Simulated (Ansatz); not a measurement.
**Si (I4_1/amd): compression over a wide range**

An exercise on one series of results from a longer session: the logs are not shown, and one member is left open.

Computed with Ansatz 0.2.0 (DFT PBE, scalar-relativistic, plane waves, PAW, unless a step's input says otherwise).

## The starting structure

The structure is tetragonal, space group I4_1/amd (No. 141). The conventional cell has a = 4.808 Å, b = 4.808 Å, c = 2.655 Å, α = 90.00°, β = 90.00°, γ = 90.00°. Si (site symmetry -4m2) is surrounded by 6 Si at 2.49 to 2.66 Å.

Structure file:

```cif
data_structure
_symmetry_space_group_name_H-M 'I4_1/amd:1'
_symmetry_Int_Tables_number 141
_cell_length_a 4.8077
_cell_length_b 4.8077
_cell_length_c 2.6552
_cell_angle_alpha 90.000
_cell_angle_beta 90.000
_cell_angle_gamma 90.000
_cell_volume 61.37
loop_
_atom_site_label
_atom_site_type_symbol
_atom_site_symmetry_multiplicity
_atom_site_Wyckoff_symbol
_atom_site_fract_x
_atom_site_fract_y
_atom_site_fract_z
_atom_site_occupancy
Si1 Si 4 b 0.00000 0.50000 0.75000 1
```

An earlier run at PBE left this cell at 15.343 Å³/atom and 0.01 GPa (20×20×20 mesh).

Set-up of the first run:

input.yaml

```yaml
crystal:
  lattice:
    - [-2.3713528987, 2.3713528987, 1.309674241]
    - [2.3713528987, -2.3713528987, 1.309674241]
    - [2.3713528987, 2.3713528987, -1.309674241]
  atoms:
    - { symbol: Si, position: [0.25, 0.75, 0.5] }
    - { symbol: Si, position: [0.5, 0.5, 0.0] }
basis:
  ecutwfc: 420
  ecutrho_ratio: 4
kpoints:
  mp_grid: { grid: [20, 20, 20] }
hamiltonian:
  xc: pbe
scf:
  occupations: { method: gaussian, width: 0.05 }
output:
  forces: true
  stress: true
  eigenvalues: true
relax:
  f_tol: 0.01
  max_steps: 40
  cell: { stress_tol: 0.1, fix: [volume] }
```

Launch:

```bash
ansatz run input.yaml --threads 1 --pin off --max-ram 2560MiB --backend cpu --events-out ev --progress --plain --runs-dir out
```

Steps of the session up to this table: Volume × 0.96; Volume × 1.04; Volume × 0.92; Volume × 0.88; Volume × 0.84; Volume × 0.8; Volume × 0.76; Volume × 0.72; Volume × 0.68; Volume × 0.64.

One of the session's tables, all rows but one given; the rest of the session is left out.

It belongs to the step «The curve». 

| volume (Å³/atom) | energy above the lowest (meV/atom) | pressure (GPa) |
| --- | --- | --- |
| 9.820 | 1457.8 | 123.0 |
| 10.433 | 1043.2 | 94.6 |
| 11.047 | 725.9 | 72.0 |
| 11.661 | 487.2 | 53.9 |
| 12.275 | 309.5 | 39.4 |
| 12.888 | 181.9 | 27.7 |
| 13.502 | ? | ? |
| 14.116 | 38.7 | 10.9 |
| 14.729 | 8.9 | 4.9 |
| 15.343 | 0.0 | 0.0 |
| 15.957 | 7.7 | -3.8 |

Estimate the missing values for volume (Å³/atom) = 13.502.

Worked estimate for «energy above the lowest (meV/atom)». A straight line through the neighbours (12.888, 181.9) and (14.116, 38.7) gives 181.9 + (38.7 − 181.9) × (13.502 − 12.888) / (14.116 − 12.888) = 110.3; a parabola fitted to 4 rows on both sides gives 94.0.

The run gave: energy above the lowest (meV/atom): 94.2; pressure (GPa): 18.4. In «energy above the lowest (meV/atom)» the line misses by +16.1 and the parabola by -0.2.

Caveats from the session: The k mesh is not the same at all volumes. Other structures may be lower in enthalpy at these pressures.
